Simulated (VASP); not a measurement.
# Ru in VASP: settings compared, part 2 of 2

VASP 6.6.1.

## (4) Relaxation of the atoms, PBE+TS (the (0 0 1) slab of Ru, cut from the database cell, not relaxed)

INCAR

```
SYSTEM = Ru
ALGO = Normal
DIPOL = 0.5 0.5 0.500
EDIFF = 1E-6
EDIFFG = -0.01
ENCUT = 520
GGA = PE
IBRION = 2
IDIPOL = 3
ISIF = 2
ISMEAR = 0
IVDW = 2
LASPH = .TRUE.
LCHARG = .FALSE.
LDIPOL = .TRUE.
LREAL = .FALSE.
LWAVE = .FALSE.
NELM = 60
NSW = 60
PREC = Accurate
SIGMA = 0.05
```

KPOINTS

```
k-points
0
G
  11 11 1
  0 0 0
```

POSCAR

```
Ru
1.0
    2.7057993342      0.0000000000      0.0000000000
   -1.3528996671      2.3432909610      0.0000000000
    0.0000000000      0.0000000000     25.7047500000
Ru
6
Selective dynamics
Direct
    0.6666666667      0.3333333334      0.2917748665  F F F
    0.3333333333      0.6666666666      0.3750649199  F F F
    0.6666666667      0.3333333334      0.4583549733  F F F
    0.3333333333      0.6666666666      0.5416450267  T T T
    0.6666666667      0.3333333334      0.6249350801  T T T
    0.3333333333      0.6666666666      0.7082251335  T T T
```

Potentials or basis: VASP PAW PBE potentials, release 64 (Ru_pv).

Run with:

```bash
$ cat potpaw_PBE.64/Ru_pv/POTCAR > POTCAR
$ mpirun -np 1 vasp_std > vasp.out
```

OUTCAR:

```text
SYSTEM = Ru
   EDIFF = 1E-6
   EDIFFG = -0.01
   ENCUT = 520
   GGA = PE
   IBRION = 2
   ISIF = 2
   ISMEAR = 0
   IVDW = 2
   LASPH = .TRUE.
   LREAL = .FALSE.
   NELM = 60
   NSW = 60
   PREC = Accurate
  IVDW =   2

 ion  position               nearest neighbor table
   1  0.667  0.333  0.292-   2 2.65   2 2.65   2 2.65
   2  0.333  0.667  0.375-   1 2.65   3 2.65   1 2.65   3 2.65   1 2.65   3 2.65
   3  0.667  0.333  0.458-   2 2.65   2 2.65   4 2.65   4 2.65   2 2.65   4 2.65
   4  0.333  0.667  0.542-   5 2.65   5 2.65   3 2.65   3 2.65   5 2.65   3 2.65
   5  0.667  0.333  0.625-   4 2.65   6 2.65   4 2.65   6 2.65   4 2.65   6 2.65
   6  0.333  0.667  0.708-   5 2.65   5 2.65   5 2.65

  LATTYP: Found a hexagonal cell.
 ALAT       =     2.7057993342
 C/A-ratio  =     9.4998729858

  Lattice vectors:

 A1 = (   2.7057993342,   0.0000000000,   0.0000000000)
 A2 = (  -1.3528996671,   2.3432909610,   0.0000000000)
 A3 = (   0.0000000000,   0.0000000000,  25.7047500000)

Analysis of symmetry for initial positions (statically):
=====================================================================
 Subroutine PRICEL returns:
 Original cell was already a primitive cell.

 Routine SETGRP: Setting up the symmetry group for a
 hexagonal supercell.

 Subroutine GETGRP returns: Found 12 space group operations
 (whereof 12 operations were pure point group operations)
[... 369 lines left out ...]

 vacuum level on the upper side and lower side of the slab       (xc-potential included)        -0.049         0.008

  Tkatchenko/Scheffler method for vdW energy calculation

  Number of pair interactions contributing to vdW energy:   66096

  Edisp (eV):   -4.80777
[... 29 lines left out ...]
  FREE ENERGIE OF THE ION-ELECTRON SYSTEM (eV)
  ---------------------------------------------------
  free  energy   TOTEN  =       -58.0748310839 eV

  energy  without entropy=      -58.0665593117  energy(sigma->0) =      -58.07069520

 dipolmoment           0.000000      0.000000      0.001225 electrons x Angstroem

--------------------------------------- Ionic step       12  -------------------------------------------

 number of electron      84.0000022 magnetization

 dipolmoment           0.000000      0.000000     -0.001920 electrons x Angstroem

 Free energy of the ion-electron system (eV)
  ---------------------------------------------------
  ext. energy  EPLUGINS =         0.00000000
  ---------------------------------------------------
  free energy    TOTEN  =       -53.26763123 eV

  energy without entropy =      -53.25932510  energy(sigma->0) =      -53.26347817

 E-fermi :   3.9361     XC(G=0):  -7.8247

 val. band max:        3.9202254843   @ k =   0.3636  -0.0000   0.0000
 cond. band min:       3.9720536371   @ k =   0.1818   0.0909   0.0000
 fundamental gap:      0.0518281528
 Fermi energy:         3.9361494445

 k-point     1 :       0.0000    0.0000    0.0000
  band No.  band energies     occupation
      1     -39.7655      2.00000
      2     -39.5772      2.00000
      3     -39.2270      2.00000
      4     -38.9470      2.00000
      5     -38.9470      2.00000
      6     -38.8626      2.00000
[... 837 lines left out ...]
     49      10.3798      0.00000
     50      10.9597      0.00000

------------------------ aborting loop because EDIFF is reached ----------------------------------------

 vacuum level on the upper side and lower side of the slab       (xc-potential included)        -0.180        -0.091

  Hirshfeld charges:
            ion         q(e)
   ------------------------------
      1     Ru      -0.01127189
      2     Ru       0.01331454
      3     Ru      -0.00303329
      4     Ru      -0.00848149
      5     Ru       0.01434637
      6     Ru      -0.00487424
[... 35 lines left out ...]
  FREE ENERGIE OF THE ION-ELECTRON SYSTEM (eV)
  ---------------------------------------------------
  free  energy   TOTEN  =       -58.0751579755 eV

  energy  without entropy=      -58.0668518537  energy(sigma->0) =      -58.07100491

 reached required accuracy - stopping structural energy minimisation

 vacuum level on the upper side and lower side of the slab         8.409         9.328
```

OSZICAR:

```text
N       E                     dE             d eps       ncg     rms          rms(c)
DAV:   1     0.972071855563E+03    0.97207E+03   -0.53472E+04  1904   0.168E+03
[... 261 lines left out ...]
DAV:   4    -0.532723411047E+02   -0.26770E-01   -0.41321E-01  1904   0.204E+00    0.621E-01
DAV:   5    -0.532715547648E+02    0.78634E-03   -0.54034E-02  2018   0.147E+00    0.539E-01
DAV:   6    -0.532682280672E+02    0.33267E-02   -0.24025E-02  2074   0.105E+00    0.200E-01
DAV:   7    -0.532676910628E+02    0.53700E-03   -0.29425E-03  2050   0.366E-01    0.852E-02
DAV:   8    -0.532676279307E+02    0.63132E-04   -0.33159E-04  2028   0.129E-01    0.543E-02
DAV:   9    -0.532676320521E+02   -0.41214E-05   -0.16982E-05  1968   0.232E-02    0.572E-02
DAV:  10    -0.532676312267E+02    0.82542E-06   -0.60023E-07  1002   0.465E-03
  12 F= -.58075158E+02 E0= -.58071005E+02  d E =-.240866E-03
```

Wall time 32 min (1 thread of Intel Xeon Platinum 8375C at 2.90GHz (Ice Lake), shared host); peak memory 0.32 GiB.

What came out:

```yaml
Free_energy: -58.0752 eV
Energy_gained_by_relaxing: 8.2 meV/atom
Ionic_steps: 12
Band_gap_on_the_k_mesh: none (metal or under the smearing width)
Dispersion_energy_per_atom: -0.801 eV
```

The path:
| step | energy change (eV) | largest force (eV/Å) | pressure (GPa) |
| --- | --- | --- | --- |
| 1 | 0.0000 | 0.9376 | -7.60 |
| 2 | -0.0368 | 0.9443 | -7.02 |
| 3 | -0.0378 | 0.9408 | -6.91 |
| 4 | -0.0428 | 0.9549 | -6.75 |
| 5 | -0.0433 | 0.9598 | -6.64 |
| 6 | -0.0453 | 0.9586 | -6.53 |
| 7 | -0.0490 | 0.9525 | -6.19 |
| 8 | -0.0427 | 0.9388 | -5.47 |
| 9 | -0.0491 | 0.9503 | -6.01 |
| 10 | -0.0492 | 0.9496 | -5.99 |
| 11 | -0.0491 | 0.9495 | -5.93 |
| 12 | -0.0494 | 0.9513 | -6.04 |

Final structure:
```xyz
6
Lattice="2.7058 0.0000 0.0000 -1.3529 2.3433 0.0000 0.0000 0.0000 25.7048" Properties=species:S:1:pos:R:3 pbc="T T T"
Ru    1.3529    0.7811    7.5000
Ru    0.0000    1.5622    9.6409
Ru    1.3529    0.7811   11.7819
Ru    0.0000    1.5622   13.9142
Ru    1.3529    0.7811   16.0312
Ru    0.0000    1.5622   18.0817
```

Levels at points of the mesh, in eV from the Fermi level:
| k point | band 37 | band 38 | band 39 | band 40 | band 41 | band 42 | band 43 | band 44 | band 45 | band 46 |
| --- | --- | --- | --- | --- | --- | --- | --- | --- | --- | --- |
| (0.00, 0.00, 0.00) | -2.08 | -2.01 | -1.94 | -1.94 | -1.12 | -1.12 | -0.76 | -0.48 | -0.48 | 0.28 |

Caveat: atom-pairwise D2, TS and ULG terms overbind metals.

## (5) Relaxation of the atoms, PBE

INCAR

```
PREC = Accurate ; ENCUT = 520
EDIFF = 1E-6 ; ISMEAR = -1
SIGMA = 0.05 ; LREAL = F
LASPH = T ; NELM = 60
ALGO = Fast ; ISIF = 2
LWAVE = F ; LCHARG = F
LDIPOL = T ; IDIPOL = 3
DIPOL = 0.5 0.5 0.500 ; GGA = PE
IBRION = 2 ; NSW = 40
EDIFFG = -0.01
```

KPOINTS

```
Automatic mesh
0
Gamma
  8 8 1
```

POSCAR is that of step 4.

Run with:

```bash
$ cat potpaw_PBE.64/Ru_pv/POTCAR > POTCAR
$ mpirun -np 1 vasp_std > vasp.out
```

Run time: 12 min. Hardware: 1 thread of Intel Xeon Platinum 8488C (Sapphire Rapids), shared host; peak memory 0.29 GiB.

It converged, with:

| Property | Result |
| --- | --- |
| Free energy | -53.3518 eV |
| Energy gained by relaxing | 6.7 meV/atom |
| Ionic steps | 12 |
| Band gap on the k mesh | none (metal or under the smearing width) |

Step by step:
```
step  energy change (eV)  largest force (eV/Å)  pressure (GPa)
   1              0.0000                0.8451           -1.62
   2             -0.0358                0.7794           -1.16
   3             -0.0360                0.7741           -1.11
   4             -0.0387                0.7616           -1.11
   5             -0.0389                0.7572           -1.11
   6             -0.0393                0.7549           -1.15
   7             -0.0400                0.7474           -1.28
   8             -0.0404                0.7338           -1.54
   9             -0.0404                0.7384           -1.46
  10             -0.0404                0.7370           -1.47
  11             -0.0404                0.7329           -1.45
  12             -0.0404                0.7362           -1.46
```

Final structure:
```yaml
crystal:
  lattice:
    - [2.70580, 0.00000, 0.00000]
    - [-1.35290, 2.34329, 0.00000]
    - [0.00000, 0.00000, 25.70475]
  atoms:
    - { symbol: Ru, position: [0.66667, 0.33333, 0.29177] }
    - { symbol: Ru, position: [0.33333, 0.66667, 0.37506] }
    - { symbol: Ru, position: [0.66667, 0.33333, 0.45836] }
    - { symbol: Ru, position: [0.33333, 0.66667, 0.54351] }
    - { symbol: Ru, position: [0.66667, 0.33333, 0.62754] }
    - { symbol: Ru, position: [0.33333, 0.66667, 0.70781] }
```

Levels at points of the mesh, in eV from the Fermi level:
```
           k point  band 39  band 40  band 41  band 42  band 43  band 44
(0.00, 0.00, 0.00)    -1.86    -1.86    -0.99    -0.99    -0.81    -0.44
(0.50, 0.00, 0.00)     0.78     0.86     1.20     1.43     1.48     1.61
```

## (6) Summary

```tsv
level	potentials or basis	cell	k mesh	smearing	gap on the mesh (eV)
LDA	VASP PAW LDA potentials, release 64 (Ru_pv)	atoms relaxed	8 × 8 × 1	fermi-dirac 0.05 eV	none
PBEsol	VASP PAW PBE potentials, release 64 (Ru_pv)	atoms relaxed from: the (0 0 1) slab of Ru, cut from the database cell, not relaxed	11 × 11 × 1	gaussian 0.05 eV	none
PBE+TS	VASP PAW PBE potentials, release 64 (Ru_pv)	atoms relaxed from: the (0 0 1) slab of Ru, cut from the database cell, not relaxed	11 × 11 × 1	gaussian 0.05 eV	none
PBE	VASP PAW PBE potentials, release 64 (Ru_pv)	atoms relaxed	8 × 8 × 1	fermi-dirac 0.05 eV	none
```

Alike in all rows: task relaxation of the atoms; no spin polarisation; cutoff (eV) 520.

Caveats: the PAW data sets were made with another functional, which shifts forces and pressure a little (some runs); atom-pairwise D2, TS and ULG terms overbind metals (some runs).

Absolute energies hang on the potentials; compare differences alone.
